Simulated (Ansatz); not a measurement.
## MgS (Fm-3m): G0W0 and the choice of datasets

```xyz
2
Lattice="0.0000 2.5800 2.5800 2.5800 0.0000 2.5800 2.5800 2.5800 0.0000" Properties=species:S:1:pos:R:3 pbc="T T T"
Mg    0.0000    0.0000    0.0000
S     2.5800    2.5800    2.5800
```

Held fixed (Ansatz):

```yaml
orbitals: PBE
k_mesh: 4×4×4
empty_bands: 221
response_cutoff: 200 eV
frequencies: contour deformation
q_→_0_term: analytic weight of Carrier, Rohra and Görling
band_sums: cut at the band count
```

The gap is read from Γ to k = (0, -0.5, -0.5), linearised, between the Kohn-Sham band edges among the points solved. The direct gap is read between the top filled and lowest empty Kohn-Sham band at Γ. ε∞ is the electronic dielectric constant on this mesh.

```json
{"datasets, wave cutoff": "all-electron, 3300 eV", "KS gap (eV)": "2.82", "G0W0 gap (eV)": "4.28", "direct at Γ (eV)": "5.33", "ε∞": "6.1"}
{"datasets, wave cutoff": "hard PAW, 700 eV", "KS gap (eV)": "2.81", "G0W0 gap (eV)": "4.26", "direct at Γ (eV)": "5.34", "ε∞": "6.1"}
{"datasets, wave cutoff": "hand-made PAW, accurate, 760 eV", "KS gap (eV)": "2.82", "G0W0 gap (eV)": "4.27", "direct at Γ (eV)": "5.34", "ε∞": "6.1"}
{"datasets, wave cutoff": "hand-made PAW, 620 eV", "KS gap (eV)": "2.81", "G0W0 gap (eV)": "4.28", "direct at Γ (eV)": "5.35", "ε∞": "6.1"}
{"datasets, wave cutoff": "JTH PAW, 700 eV", "KS gap (eV)": "2.81", "G0W0 gap (eV)": "4.51", "direct at Γ (eV)": "5.39", "ε∞": "6.1"}
{"datasets, wave cutoff": "soft PAW (1st gen.), 420 eV", "KS gap (eV)": "2.82", "G0W0 gap (eV)": "4.31", "direct at Γ (eV)": "5.37", "ε∞": "6.1"}
{"datasets, wave cutoff": "norm-conserving, 1143 eV", "KS gap (eV)": "2.82", "G0W0 gap (eV)": "?", "direct at Γ (eV)": "?", "ε∞": "?"}
{"datasets, wave cutoff": "all-electron, no relativity, 2970 eV", "KS gap (eV)": "2.86", "G0W0 gap (eV)": "4.33", "direct at Γ (eV)": "5.45", "ε∞": "6.1"}
```

Fill in the row for norm-conserving, 1143 eV.

G0W0 gap 4.40 eV, direct at Γ 5.43 eV, ε∞ 6.1.

The cell is a model at fixed atoms and needn't be the relaxed known crystal. Soft PAW datasets can miss an all-electron G0W0 gap by more than 5 %. With norm-conserving pseudopotentials the core–valence exchange is only approximate, which can shift gaps by tenths of an eV and RPA lattice constants by most of a per cent. Points k are given in fractions of the reciprocal vectors. The mesh is coarse, so these are values at the stated settings, not converged ones. Band sums or response are cut, so the gap isn't at its basis limit. The gap is read on the mesh, and the crystal's band edges can lie off it. Meshes this coarse can overestimate the dielectric constant by a tenth and more.
